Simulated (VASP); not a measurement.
# Se (Cmcm) in VASP: further runs

One crystal, Se, is run at these levels: PBE; tasks: single point.

Program: VASP 6.6.1. These are calculated values, not measurements. Logs are shortened: lines on timing, memory, paths and dates and some standing lists are left out, and cuts for length are marked.

## (1) Starting point

It takes space group Cmcm (No. 63, orthorhombic). Conventional cell: a = 2.789 Å, b = 8.078 Å, c = 4.613 Å, α = 90.00°, β = 90.00°, γ = 90.00°. Se (site symmetry m2m) is surrounded by 4 Se at 2.53 to 2.79 Å.

This isn't the form of Se at room conditions, which is trigonal, of chains.

## (2) Single point, PBE

Input file INCAR:

```
SYSTEM = Se
  PREC = Accurate
  ENCUT = 520
  EDIFF = 1E-6
  ISMEAR = 0
  SIGMA = 0.05
  LREAL = .False.
  LASPH = .True.
  NELM = 100
  ALGO = Normal
  ISIF = 2
  LWAVE = .False.
  LCHARG = .False.
  GGA = PE
  ADDGRID = .False.
```

Input file KPOINTS:

```
regular mesh
0
Gamma
  7 7 4
  0 0 0
```

Input file POSCAR:

```
Se
1.0
    1.3942694300     -4.0390027650      0.0000000000
    1.3942694300      4.0390027650      0.0000000000
    0.0000000000      0.0000000000      4.6134314000
Se
2
Direct
    0.0643446800      0.9356553200      0.2500000000
    0.9356553200      0.0643446800      0.7500000000
```

Potentials or basis: VASP PAW PBE potentials, release 64 (Se).

Command:

```console
> cat potpaw_PBE.64/Se/POTCAR > POTCAR
> mpirun -np 1 vasp_std > vasp.out
```

OUTCAR:

```text
SYSTEM = Se
   PREC = Accurate
   ENCUT = 520
   EDIFF = 1E-6
   ISMEAR = 0
   LREAL = .False.
   LASPH = .True.
   NELM = 100
   ISIF = 2
   GGA = PE

 Found     48 irreducible k-points:

 Following reciprocal coordinates:
            Coordinates               Weight
  0.000000  0.000000  0.000000      1.000000
  0.142857 -0.000000  0.000000      4.000000
  0.285714  0.000000  0.000000      4.000000
  0.428571 -0.000000  0.000000      4.000000
  0.142857  0.142857  0.000000      2.000000
  0.285714  0.142857  0.000000      4.000000
   k-points           NKPTS =     48   k-points in BZ     NKDIM =     48   number of bands    NBANDS=     10
   number of dos      NEDOS =    301   number of ions     NIONS =      2
   total plane-waves  NPLWV =  36864
   dimension x,y,z NGX =    32 NGY =   32 NGZ =   36
   dimension x,y,z NGXF=    64 NGYF=   64 NGZF=   72
   ions per type =               2
   NGX,Y,Z   is equivalent  to a cutoff of  12.45, 12.45, 12.97 a.u.
   NGXF,Y,Z  is equivalent  to a cutoff of  24.90, 24.90, 25.95 a.u.
 SYSTEM =  Se
   PREC   = accura    normal or accurate (medium, high low for compatibility)
   ISTART =      0    job   : 0-new  1-cont  2-samecut
   ICHARG =      2    charge: 1-file 2-atom 10-const
   ISPIN  =      1    spin polarized calculation?
   LNONCOLLINEAR =      F non collinear calculations
   LSORBIT =      F    spin-orbit coupling
   LASPH  =      T    aspherical Exc in radial PAW
   ENCUT  =  520.0 eV  38.22 Ry    6.18 a.u.   7.94  7.94  8.58*2*pi/ulx,y,z
   NELM   =    100;   NELMIN=  2; NELMDL= -5     # of ELM steps
   EDIFF  = 0.1E-05   stopping-criterion for ELM
   LREAL  =      F    real-space projection
   EDIFFG = 0.1E-04   stopping-criterion for IOM
   NSW    =      0    number of steps for IOM
   IBRION =     -1    ionic relax: 0-MD 1-quasi-New 2-CG
   NFREE  =      0    steps in history (QN), initial steepest desc. (CG)
   ISIF   =      2    stress and relaxation
   ISYM   =      2    0-nonsym 1-usesym 2-fastsym
   POTIM  = 0.5000    time-step for ionic-motion
   TEBEG  =    0.0;   TEEND  =   0.0 temperature during run
   PSTRESS=    0.0 pullay stress
   NELECT =      12.0000    total number of electrons
   NUPDOWN=      -1.0000    fix difference up-down
   EMIN   =  10.00;   EMAX   =-10.00  energy-range for DOS
   EFERMI =   0.00;   METHOD = LEGACY
   ISMEAR =     0;   SIGMA  =   0.05  broadening in eV -4-tet -1-fermi 0-gaus
   EFERMI_NEDOS =   21; number of points for ismear=-14 and -15
   IALGO  =     38    algorithm
   IMIX   =      4    mixing-type and parameters
     AMIX     =   0.40;   BMIX     =  1.00
     AMIX_MAG =   1.60;   BMIX_MAG =  1.00
  volume/ion in A,a.u.               =      25.98       175.32
  Fermi-wavevector in a.u.,A,eV,Ry     =   1.004408  1.898056 13.726046  1.008836
  Thomas-Fermi vector in A             =   2.137022
   LORBIT       =      0    0 simple, 1 ext, 2 COOP (PROOUT), +10 PAW based schemes
   GGA     = PE    functional components
   LHFCALC =     F    Hartree Fock is set to
   AEXX    =    0.0000 exact exchange contribution
   IVDW    =     0    specifies the selected vdW correction
   LEPSILON=     F    determine dielectric tensor
   LRPA    =     F    only Hartree local field effects (RPA)
 non-spin polarized calculation
 Gauss-broadening in eV      SIGMA  =   0.05
  energy-cutoff  :      520.00
  volume of cell :       51.96
 maximum number of plane-waves:      1412
   NGX = 15   NGY = 15   NGZ = 17

 number of electron      12.0000000 magnetization

 Free energy of the ion-electron system (eV)
  ---------------------------------------------------
  ext. energy  EPLUGINS =         0.00000000
  ---------------------------------------------------
  free energy    TOTEN  =        -6.65366352 eV

  energy without entropy =       -6.65177378  energy(sigma->0) =       -6.65271865

 E-fermi :   3.1093     XC(G=0):  -9.0980

 val. band max:        3.0685795980   @ k =   0.4286  -0.0000   0.2500
 cond. band min:       3.1105998302   @ k =  -0.2857   0.1429   0.2500
 fundamental gap:      0.0420202322
 Fermi energy:         3.1092909422

 k-point     1 :       0.0000    0.0000    0.0000
  band No.  band energies     occupation
      1     -12.6916      2.00000
      2      -8.7134      2.00000
      3      -3.3153      2.00000
      4       0.8974      2.00000
      5       1.0716      2.00000
      6       5.2844      0.00000
      7       5.6296      0.00000
      8       7.6642      0.00000
      9       8.7223      0.00000
     10      10.1087      0.00000

 k-point     2 :       0.1429   -0.0000    0.0000
  band No.  band energies     occupation
      1     -12.3795      2.00000
      2      -8.4187      2.00000
      3      -3.0359      2.00000
      4       0.7966      2.00000
      5       1.5789      2.00000
      6       2.9092      2.00000
      7       5.5869      0.00000
      8       5.7620      0.00000
      9       9.0862      0.00000
     10      10.7060      0.00000

 k-point     3 :       0.2857    0.0000    0.0000
  band No.  band energies     occupation
      1     -11.5305      2.00000
      2      -7.6102      2.00000
      3      -2.3069      2.00000
      4      -0.6708      2.00000
      5       1.2555      2.00000
      6       2.1778      2.00000
      7       2.5524      2.00000
      8       6.1235      0.00000
      9      10.1799      0.00000
     10      10.5165      0.00000

 k-point     4 :       0.4286   -0.0000    0.0000
  band No.  band energies     occupation
      1     -10.5784      2.00000
      2      -6.6871      2.00000
      3      -3.0047      2.00000
      4      -1.5635      2.00000
      5       0.0258      2.00000
      6       1.8996      2.00000
      7       2.8444      2.00000
      8       6.4592      0.00000
      9       8.4786      0.00000
     10       9.2633      0.00000

 k-point     5 :       0.1429    0.1429    0.0000
  band No.  band energies     occupation
      1     -11.5695      2.00000
      2      -7.5806      2.00000
      3      -2.3494      2.00000
      4      -0.6223      2.00000
      5       1.7685      2.00000
      6       2.0031      2.00000
      7       2.4787      2.00000
      8       6.4181      0.00000
      9      10.0197      0.00000
     10      10.4393      0.00000

 k-point     6 :       0.2857    0.1429    0.0000
  band No.  band energies     occupation
      1     -10.6137      2.00000
      2      -6.6560      2.00000
      3      -2.9697      2.00000
      4      -1.5979      2.00000
      5      -0.0337      2.00000
      6       2.2416      2.00000
      7       2.7951      2.00000
      8       6.7058      0.00000
      9       8.3895      0.00000
     10       9.3514      0.00000

 [... further k-points ...]
[... 5 lines left out ...]
  --------------------------------------------------------------------------------------
  -------------------------------------------------------------------------------------
  Total        1.4922354      0.1853061      0.2350000      0.0000000      0.0000000      0.0000000
  in kB       46.0122012      5.7138058      7.2460862      0.0000000      0.0000000      0.0000000
  external PRESSURE =      19.6573644 kB  Pullay stress =       0.0000000 kB

 VOLUME and BASIS-vectors are now :
 -----------------------------------------------------------------------------
  energy-cutoff  :      520.00
  volume of cell :       51.96
      direct lattice vectors                 reciprocal lattice vectors
     1.394269430 -4.039002765  0.000000000     0.358610746 -0.123792933  0.000000000
     1.394269430  4.039002765  0.000000000     0.358610746  0.123792933  0.000000000
     0.000000000  0.000000000  4.613431400     0.000000000  0.000000000  0.216758398

 POSITION                                       TOTAL-FORCE (eV/Angst)
 -----------------------------------------------------------------------------------
      1.39427      3.51923      1.15336         0.000000      0.050434      0.000000
      1.39427     -3.51923      3.46007         0.000000     -0.050434     -0.000000
 -----------------------------------------------------------------------------------
    total drift:                                0.000000     -0.000000      0.000000

  FREE ENERGIE OF THE ION-ELECTRON SYSTEM (eV)
  ---------------------------------------------------
  free  energy   TOTEN  =        -6.6536635227 eV

  energy  without entropy=       -6.6517737780  energy(sigma->0) =       -6.65271865
```

It took 12 s on 1 thread of Intel Xeon Platinum 8488C (Sapphire Rapids), shared host; peak memory 0.18 GiB.

The run converged, but some of its settings lie outside the range that counts as converged, so its numbers aren't taken as properties of the crystal.

What came out:

```
Free energy            : -6.6537 eV
Pressure               : 2.0 GPa
Largest force          : 0.050 eV/Å
Band gap on the k mesh : none (metal or under the smearing width)
```

## (3) Single point, PBE

INCAR, as its differences from that of step 2:

```diff
@@ -2,3 +2,3 @@
   PREC = Accurate
-  ENCUT = 520
+  ENCUT = 650
   EDIFF = 1E-6
```

Input file KPOINTS:

```
regular mesh
0
Gamma
  6 6 4
  0 0 0
```

POSCAR is that of step 2.

Potentials or basis: VASP PAW PBE potentials, release 64 (Se).

Command:

```console
> cat potpaw_PBE.64/Se/POTCAR > POTCAR
> mpirun -np 1 vasp_std > vasp.out
```

Run time: 14 s. Hardware: 1 thread of Intel Xeon Platinum 8488C (Sapphire Rapids), shared host; peak memory 0.22 GiB.

These settings aren't checked as converged: the numbers below hold their error.

Results:

| Quantity | Value |
| --- | --- |
| Free energy | -6.6539 eV |
| Pressure | 1.6 GPa |
| Largest force | 0.332 eV/Å |
| Band gap on the k mesh | none (metal or under the smearing width) |

Caveat: the k mesh is coarse (spacing up to 0.40 Å⁻¹), so the values aren't converged.

## (4) Single point, PBE

INCAR, as its differences from that of step 3:

```diff
@@ -2,3 +2,3 @@
   PREC = Accurate
-  ENCUT = 650
+  ENCUT = 340
   EDIFF = 1E-6
```

Input file KPOINTS:

```
regular mesh
0
Gamma
  9 9 5
  0 0 0
```

POSCAR is that of step 3.

Command:

```console
> cat potpaw_PBE.64/Se/POTCAR > POTCAR
> mpirun -np 1 vasp_std > vasp.out
```

Run time: 12 s. Hardware: 1 thread of Intel Xeon Platinum 8488C (Sapphire Rapids), shared host; peak memory 0.16 GiB.

The run converged, but some of its settings lie outside the range that counts as converged, so its numbers aren't taken as properties of the crystal.

What came out:

- Free energy: -6.6418 eV
- Pressure: 1.7 GPa
- Largest force: 0.053 eV/Å
- Band gap on the k mesh: none (metal or under the smearing width)
